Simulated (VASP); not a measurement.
# BiTe (I4mm) in VASP: a series of runs

The runs below take BiTe through single point, with PBE.

Program: VASP 6.6.1. These are calculated values, not measurements. Logs are shortened: lines on timing, memory, paths and dates and some standing lists are left out, and cuts for length are marked.

## (1) The cell of the first run

It takes space group I4mm (No. 107, tetragonal). The conventional cell has a = 4.598 Å, b = 4.598 Å, c = 6.199 Å, α = 90.00°, β = 90.00°, γ = 90.00°. Around Bi (site symmetry 4mm) lie 6 Te at 2.93 to 3.27 Å. Te (site symmetry 4mm) is surrounded by 6 Bi at 2.93 to 3.27 Å.

## (2) Single point, PBE (mode 6 frozen in at -0.108 Å, normal strain along z -0.0467)

Contents of INCAR:

```
PREC = Accurate ; ENCUT = 520
EDIFF = 1E-6 ; ISMEAR = 0
SIGMA = 0.15 ; LREAL = False
LASPH = True ; NELM = 100
ALGO = Fast ; ISIF = 2
LWAVE = False ; LCHARG = False
GGA = PE ; NBANDS = 18
```

Contents of KPOINTS:

```
regular mesh
0
Gamma
  12 12 12
```

Contents of POSCAR:

```
BiTe
1.0
    0.0000000000      3.2511939987      3.0993632390
    3.2511939987      0.0000000000      3.0993632390
    3.2511939987      3.2511939987      0.0000000000
Bi Te
1 1
Direct
    0.0101695256      0.0101695256     -0.0101695256
    0.4833445805      0.4833445805      0.5166554195
```

Potentials or basis: VASP PAW PBE potentials, release 64 (Bi_d, Te).

The run is started by

```bash
cat potpaw_PBE.64/Bi_d/POTCAR potpaw_PBE.64/Te/POTCAR > POTCAR
mpirun -np 1 vasp_std > vasp.out
```

OUTCAR:

```text
PREC = Accurate
   ENCUT = 520
   EDIFF = 1E-6
   ISMEAR = 0
   LREAL = False
   LASPH = True
   NELM = 100
   ISIF = 2
   GGA = PE

 ion  position               nearest neighbor table
   1  0.010  0.010  0.990-   2 2.93   2 3.26   2 3.26   2 3.26   2 3.26   2 3.27
   2  0.483  0.483  0.517-   1 2.93   1 3.26   1 3.26   1 3.26   1 3.26   1 3.27

  LATTYP: Found a body centered tetragonal cell.
 ALAT       =     4.5978826469
 C/A-ratio  =     1.3481697890

  Lattice vectors:

 A1 = (   0.0000000000,  -3.2511939987,  -3.0993632390)
 A2 = (   0.0000000000,   3.2511939987,  -3.0993632390)
 A3 = (   3.2511939987,   0.0000000000,   3.0993632390)

Analysis of symmetry for initial positions (statically):
=====================================================================
 Subroutine PRICEL returns:
 Original cell was already a primitive cell.

 Routine SETGRP: Setting up the symmetry group for a
 body centered tetragonal supercell.

 Subroutine GETGRP returns: Found  8 space group operations
 (whereof  8 operations were pure point group operations)
 out of a pool of 16 trial point group operations.

The static configuration has the point symmetry C_4v.

Analysis of symmetry for dynamics (positions and initial velocities):
=====================================================================
 Subroutine PRICEL returns:
 Original cell was already a primitive cell.

 Routine SETGRP: Setting up the symmetry group for a
 body centered tetragonal supercell.

 Subroutine GETGRP returns: Found  8 space group operations
 (whereof  8 operations were pure point group operations)
 out of a pool of 16 trial point group operations.

The dynamic configuration has the point symmetry C_4v.

 Subroutine INISYM returns: Found  8 space group operations
 (whereof  8 operations are pure point group operations),
 and found     1 'primitive' translations

----------------------------------------------------------------------------------------

                                     Primitive cell

  volume of cell :      65.5222

  direct lattice vectors                    reciprocal lattice vectors
     0.000000000  3.251193999  3.099363239    -0.153789654  0.153789654  0.161323460
     3.251193999  0.000000000  3.099363239     0.153789654 -0.153789654  0.161323460
     3.251193999  3.251193999  0.000000000     0.153789654  0.153789654 -0.161323460

  length of vectors
     4.491805306  4.491805306  4.597882647     0.270791015  0.270791015  0.270791015

  position of ions in fractional coordinates (direct lattice)
     0.010169526  0.010169526  0.989830474
     0.483344581  0.483344581  0.516655419

  ion indices of the primitive-cell ions
   primitive index   ion index
                 1           1
                 2           2

----------------------------------------------------------------------------------------

 KPOINTS: regular mesh

Automatic generation of k-mesh.
 Grid dimensions read from file:
 generate k-points for:   12   12   12

 Generating k-lattice:

  Cartesian coordinates                     Fractional coordinates (reciprocal lattice)
    -0.012815804  0.012815804  0.013443622     0.083333333 -0.000000000  0.000000000
     0.012815804 -0.012815804  0.013443622    -0.000000000  0.083333333  0.000000000
     0.012815804  0.012815804 -0.013443622     0.000000000  0.000000000  0.083333333

  Length of vectors
     0.022565918  0.022565918  0.022565918

  Shift w.r.t. Gamma in fractional coordinates (k-lattice)
     0.000000000  0.000000000  0.000000000

 Subroutine IBZKPT returns following result:
 ===========================================

 Found    163 irreducible k-points:

 Following reciprocal coordinates:
            Coordinates               Weight
  0.000000  0.000000  0.000000      1.000000
  0.083333  0.000000  0.000000      8.000000
  0.166667  0.000000  0.000000      8.000000
  0.250000  0.000000  0.000000      8.000000
  0.333333  0.000000  0.000000      8.000000
  0.416667  0.000000  0.000000      8.000000
[... 16 lines left out ...]
  0.500000  0.166667  0.000000      8.000000
 -0.416667  0.166667  0.000000      8.000000
 [... further k-points ...]
   k-points           NKPTS =    163   k-points in BZ     NKDIM =    163   number of bands    NBANDS=     18
   number of dos      NEDOS =    301   number of ions     NIONS =      2
   total plane-waves  NPLWV =  46656
   dimension x,y,z NGX =    36 NGY =   36 NGZ =   36
   dimension x,y,z NGXF=    72 NGYF=   72 NGZF=   72
   ions per type =               1   1
   NGX,Y,Z   is equivalent  to a cutoff of  13.32, 13.32, 13.02 a.u.
   NGXF,Y,Z  is equivalent  to a cutoff of  26.65, 26.65, 26.03 a.u.
 SYSTEM =  unknown system
   PREC   = accura    normal or accurate (medium, high low for compatibility)
   ISTART =      0    job   : 0-new  1-cont  2-samecut
   ICHARG =      2    charge: 1-file 2-atom 10-const
   ISPIN  =      1    spin polarized calculation?
   LNONCOLLINEAR =      F non collinear calculations
   LSORBIT =      F    spin-orbit coupling
   LASPH  =      T    aspherical Exc in radial PAW
   ENCUT  =  520.0 eV  38.22 Ry    6.18 a.u.   8.35  8.35  8.55*2*pi/ulx,y,z
   NELM   =    100;   NELMIN=  2; NELMDL= -5     # of ELM steps
   EDIFF  = 0.1E-05   stopping-criterion for ELM
   LREAL  =      F    real-space projection
   EDIFFG = 0.1E-04   stopping-criterion for IOM
   NSW    =      0    number of steps for IOM
   IBRION =     -1    ionic relax: 0-MD 1-quasi-New 2-CG
   NFREE  =      0    steps in history (QN), initial steepest desc. (CG)
   ISIF   =      2    stress and relaxation
   ISYM   =      2    0-nonsym 1-usesym 2-fastsym
   POTIM  = 0.5000    time-step for ionic-motion
   TEBEG  =    0.0;   TEEND  =   0.0 temperature during run
   PSTRESS=    0.0 pullay stress
   NELECT =      21.0000    total number of electrons
   NUPDOWN=      -1.0000    fix difference up-down
   EMIN   =  10.00;   EMAX   =-10.00  energy-range for DOS
   EFERMI =   0.00;   METHOD = LEGACY
   ISMEAR =     0;   SIGMA  =   0.15  broadening in eV -4-tet -1-fermi 0-gaus
   EFERMI_NEDOS =   21; number of points for ismear=-14 and -15
   IALGO  =     68    algorithm
   IMIX   =      4    mixing-type and parameters
     AMIX     =   0.40;   BMIX     =  1.00
     AMIX_MAG =   1.60;   BMIX_MAG =  1.00
  volume/ion in A,a.u.               =      32.76       221.08
  Fermi-wavevector in a.u.,A,eV,Ry     =   1.120345  2.117145 17.077670  1.255173
  Thomas-Fermi vector in A             =   2.256991
   LORBIT       =      0    0 simple, 1 ext, 2 COOP (PROOUT), +10 PAW based schemes
   GGA     = PE    functional components
   LHFCALC =     F    Hartree Fock is set to
   AEXX    =    0.0000 exact exchange contribution
   IVDW    =     0    specifies the selected vdW correction
   LEPSILON=     F    determine dielectric tensor
   LRPA    =     F    only Hartree local field effects (RPA)
 non-spin polarized calculation
 RMM-DIIS sequential band-by-band and
 Gauss-broadening in eV      SIGMA  =   0.15
  energy-cutoff  :      520.00
  volume of cell :       65.52
 maximum number of plane-waves:      1788
 NGX is ok and might be reduce to    36
   NGX = 17   NGY = 17   NGZ = 17

 number of electron      20.9999999 magnetization

 Free energy of the ion-electron system (eV)
  ---------------------------------------------------
  ext. energy  EPLUGINS =         0.00000000
  ---------------------------------------------------
  free energy    TOTEN  =        -7.07024195 eV

  energy without entropy =       -7.05542485  energy(sigma->0) =       -7.06283340

 E-fermi :   7.1135     XC(G=0):  -9.5739

 val. band max:        7.0945999228   @ k =  -0.2500   0.2500   0.0000
 cond. band min:       7.1373844467   @ k =  -0.2500   0.2500   0.5000
 fundamental gap:      0.0427845238
 Fermi energy:         7.1134981152

 k-point     1 :       0.0000    0.0000    0.0000
  band No.  band energies     occupation
      1     -16.1504      2.00000
      2     -16.1236      2.00000
      3     -16.1236      2.00000
      4     -16.0890      2.00000
      5     -16.0846      2.00000
      6      -6.7642      2.00000
[... 10 lines left out ...]
     17      12.9797      0.00000
     18      13.4373      0.00000

 k-point     2 :       0.0833    0.0000    0.0000
  band No.  band energies     occupation
      1     -16.1508      2.00000
      2     -16.1233      2.00000
      3     -16.1232      2.00000
      4     -16.0891      2.00000
      5     -16.0844      2.00000
      6      -6.6998      2.00000
[... 10 lines left out ...]
     17      13.4108      0.00000
     18      13.8447      0.00000

 k-point     3 :       0.1667    0.0000    0.0000
  band No.  band energies     occupation
      1     -16.1519      2.00000
      2     -16.1224      2.00000
      3     -16.1220      2.00000
      4     -16.0893      2.00000
      5     -16.0838      2.00000
      6      -6.5081      2.00000
[... 10 lines left out ...]
     17      14.4092      0.00000
     18      14.7245      0.00000

 k-point     4 :       0.2500    0.0000    0.0000
  band No.  band energies     occupation
      1     -16.1534      2.00000
      2     -16.1213      2.00000
      3     -16.1206      2.00000
      4     -16.0893      2.00000
      5     -16.0829      2.00000
      6      -6.1935      2.00000
[... 375 lines left out ...]
      4     -16.0868      2.00000
      5     -16.0845      2.00000
      6      -5.3010      2.00000
[... 10 lines left out ...]
     17      15.7279      0.00000
     18      16.4014      0.00000

 k-point    23 :       0.5000    0.1667    0.0000
  band No.  band energies     occupation
      1     -16.1600      2.00000
      2     -16.1168      2.00000
      3     -16.1161      2.00000
      4     -16.0875      2.00000
      5     -16.0832      2.00000
      6      -4.8182      2.00000
[... 10 lines left out ...]
     17      16.2074      0.00000
     18      16.8386      0.00000

 k-point    24 :      -0.4167    0.1667    0.0000
  band No.  band energies     occupation
      1     -16.1590      2.00000
      2     -16.1175      2.00000
      3     -16.1163      2.00000
      4     -16.0887      2.00000
      5     -16.0820      2.00000
      6      -4.8565      2.00000
[... 10 lines left out ...]
     17      16.9915      0.00000
     18      17.9485      0.00000

 [... further k-points ...]

------------------------ aborting loop because EDIFF is reached ----------------------------------------

  FORCE on cell =-STRESS in cart. coord.  units (eV):
  Direction    XX          YY          ZZ          XY          YZ          ZX
  --------------------------------------------------------------------------------------
  -------------------------------------------------------------------------------------
  Total        0.5928546      0.5928546      3.0127774      0.0000000      0.0000000     -0.0000000
  in kB       14.4967460     14.4967460     73.6697809      0.0000000      0.0000000     -0.0000000
  external PRESSURE =      34.2210910 kB  Pullay stress =       0.0000000 kB

 VOLUME and BASIS-vectors are now :
 -----------------------------------------------------------------------------
  energy-cutoff  :      520.00
  volume of cell :       65.52
      direct lattice vectors                 reciprocal lattice vectors
     0.000000000  3.251193999  3.099363239    -0.153789654  0.153789654  0.161323460
     3.251193999  0.000000000  3.099363239     0.153789654 -0.153789654  0.161323460
     3.251193999  3.251193999  0.000000000     0.153789654  0.153789654 -0.161323460

 POSITION                                       TOTAL-FORCE (eV/Angst)
 -----------------------------------------------------------------------------------
      3.25119      3.25119      0.06304         0.000000      0.000000     -0.701047
      3.25119      3.25119      2.99612         0.000000      0.000000      0.701047
 -----------------------------------------------------------------------------------
    total drift:                                0.000000      0.000000      0.002121

  FREE ENERGIE OF THE ION-ELECTRON SYSTEM (eV)
  ---------------------------------------------------
  free  energy   TOTEN  =        -7.0702419507 eV

  energy  without entropy=       -7.0554248472  energy(sigma->0) =       -7.06283340
```

It took 2.4 min on 1 thread of AMD EPYC 9R45 (Zen 5), shared host; peak memory 0.31 GiB.

Results:

* Free energy: -7.0702 eV
* Pressure: 3.4 GPa
* Largest force: 0.701 eV/Å
* Band gap on the k mesh: none (metal or under the smearing width)

Forces in eV/Å, atoms in the order of the input:
```
Bi   0.000  0.000 -0.701
Te   0.000  0.000  0.701
```

Stress tensor (GPa, compression positive):
```
1.45 0.00 0.00
0.00 1.45 0.00
0.00 0.00 7.37
```

Caveat: spin-orbit coupling is left out, which moves the levels of the heavy elements.

## (3) Single point, PBE (mode 6 frozen in at +0.000 Å, normal strain along z +0.0467)

Contents of INCAR:

```
SYSTEM = BiTe
ALGO = Fast
EDIFF = 1E-6
ENCUT = 520
GGA = PE
ISIF = 2
ISMEAR = 0
LASPH = .TRUE.
LCHARG = .TRUE.
LELF = .TRUE.
LREAL = .FALSE.
LVHAR = .TRUE.
LWAVE = .FALSE.
NBANDS = 18
NELM = 100
PREC = Accurate
SIGMA = 0.15
```

Contents of KPOINTS:

```
k-points
0
G
  12 12 12
  0 0 0
```

Contents of POSCAR:

```
BiTe
1.0
    0.0000000000      3.2511939987      3.4030247584
    3.2511939987      0.0000000000      3.4030247584
    3.2511939987      3.2511939987      0.0000000000
Bi Te
1 1
Direct
    0.0000000000      0.0000000000      0.0000000000
    0.5000000000      0.5000000000      0.5000000000
```

Potentials or basis: VASP PAW PBE potentials, release 64 (Bi_d, Te).

The run is started by

```bash
cat potpaw_PBE.64/Bi_d/POTCAR potpaw_PBE.64/Te/POTCAR > POTCAR
mpirun -np 1 vasp_std > vasp.out
```

OUTCAR:

```text
SYSTEM = BiTe
   EDIFF = 1E-6
   ENCUT = 520
   GGA = PE
   ISIF = 2
   ISMEAR = 0
   LASPH = .TRUE.
   LREAL = .FALSE.
   NELM = 100
   PREC = Accurate

 ion  position               nearest neighbor table
   1  0.000  0.000  0.000-   2 3.25   2 3.25   2 3.25   2 3.25   2 3.40   2 3.40
   2  0.500  0.500  0.500-   1 3.25   1 3.25   1 3.25   1 3.25   1 3.40   1 3.40

  LATTYP: Found a body centered tetragonal cell.
 ALAT       =     4.5978826469
 C/A-ratio  =     1.4802573357

  Lattice vectors:

 A1 = (  -3.2511939987,   0.0000000000,   3.4030247584)
 A2 = (   3.2511939987,   0.0000000000,   3.4030247584)
 A3 = (   0.0000000000,   3.2511939987,  -3.4030247584)

Analysis of symmetry for initial positions (statically):
=====================================================================
 Subroutine PRICEL returns:
 Original cell was already a primitive cell.

 Routine SETGRP: Setting up the symmetry group for a
 body centered tetragonal supercell.

 Subroutine GETGRP returns: Found 16 space group operations
 (whereof 16 operations were pure point group operations)
 out of a pool of 16 trial point group operations.

[... 163 lines left out ...]

 E-fermi :   5.9357     XC(G=0):  -9.1635

 val. band max:        5.9177978679   @ k =  -0.3333   0.1667   0.4167
 cond. band min:       5.9384903092   @ k =  -0.1667   0.0000   0.1667
 fundamental gap:      0.0206924414
 Fermi energy:         5.9357317407

 k-point     1 :       0.0000    0.0000    0.0000
  band No.  band energies     occupation
      1     -17.2150      2.00000
      2     -17.2145      2.00000
      3     -17.1990      2.00000
      4     -17.1990      2.00000
      5     -17.1946      2.00000
      6      -7.2030      2.00000
[... 481 lines left out ...]
      5     -17.1944      2.00000
      6      -5.3382      2.00000
[... 10 lines left out ...]
     17      14.7880      0.00000
     18      16.2848      0.00000

 [... further k-points ...]

------------------------ aborting loop because EDIFF is reached ----------------------------------------

  FORCE on cell =-STRESS in cart. coord.  units (eV):
  Direction    XX          YY          ZZ          XY          YZ          ZX
  --------------------------------------------------------------------------------------
  -------------------------------------------------------------------------------------
  Total       -0.3559570     -0.3559570     -1.6685598      0.0000000     -0.0000000     -0.0000000
  in kB       -7.9273356     -7.9273356    -37.1596381      0.0000000     -0.0000000     -0.0000000
  external PRESSURE =     -17.6714364 kB  Pullay stress =       0.0000000 kB

 VOLUME and BASIS-vectors are now :
 -----------------------------------------------------------------------------
  energy-cutoff  :      520.00
  volume of cell :       71.94
      direct lattice vectors                 reciprocal lattice vectors
     0.000000000  3.251193999  3.403024758    -0.153789654  0.153789654  0.146928111
     3.251193999  0.000000000  3.403024758     0.153789654 -0.153789654  0.146928111
     3.251193999  3.251193999  0.000000000     0.153789654  0.153789654 -0.146928111

 POSITION                                       TOTAL-FORCE (eV/Angst)
 -----------------------------------------------------------------------------------
      0.00000      0.00000      0.00000        -0.000000      0.000000     -0.000000
      3.25119      3.25119      3.40302         0.000000     -0.000000      0.000000
 -----------------------------------------------------------------------------------
    total drift:                               -0.000000      0.000000      0.000000

  FREE ENERGIE OF THE ION-ELECTRON SYSTEM (eV)
  ---------------------------------------------------
  free  energy   TOTEN  =        -7.1428646754 eV

  energy  without entropy=       -7.1244936277  energy(sigma->0) =       -7.13367915
```

OSZICAR:

```text
N       E                     dE             d eps       ncg     rms          rms(c)
DAV:   1     0.156905968632E+03    0.15691E+03   -0.97481E+03  5884   0.110E+03
DAV:   2     0.463000173861E+01   -0.15228E+03   -0.14871E+03  6348   0.299E+02
DAV:   3    -0.684189586163E+01   -0.11472E+02   -0.11336E+02  7172   0.877E+01
DAV:   4    -0.716367435265E+01   -0.32178E+00   -0.31998E+00  7234   0.159E+01
DAV:   5    -0.717762566855E+01   -0.13951E-01   -0.13950E-01  8162   0.308E+00    0.576E+00
RMM:   6    -0.713877223074E+01    0.38853E-01   -0.54444E-02  6870   0.152E+00    0.332E+00
RMM:   7    -0.714245475206E+01   -0.36825E-02   -0.14291E-02  7227   0.716E-01    0.923E-01
RMM:   8    -0.714274343904E+01   -0.28869E-03   -0.24412E-03  7533   0.566E-01    0.533E-02
RMM:   9    -0.714284726410E+01   -0.10383E-03   -0.77005E-04  8467   0.226E-01    0.422E-02
RMM:  10    -0.714286196018E+01   -0.14696E-04   -0.18742E-04  8979   0.135E-01    0.318E-02
RMM:  11    -0.714286469069E+01   -0.27305E-05   -0.42263E-05  8577   0.555E-02    0.106E-02
RMM:  12    -0.714286467543E+01    0.15263E-07   -0.91204E-06  8322   0.241E-02
   1 F= -.71428647E+01 E0= -.71336792E+01  d E =-.183710E-01
```

Run time: 2.3 min. Hardware: 1 thread of AMD EPYC 9R45 (Zen 5), shared host; peak memory 0.33 GiB.

Results:

```
Free energy            : -7.1429 eV
Pressure               : -1.8 GPa
Band gap on the k mesh : none (metal or under the smearing width)
```

Stress tensor (GPa, compression positive):
```
-0.79  0.00  0.00
 0.00 -0.79  0.00
 0.00  0.00 -3.72
```

Caveat: spin-orbit coupling is left out, which moves the levels of the heavy elements.
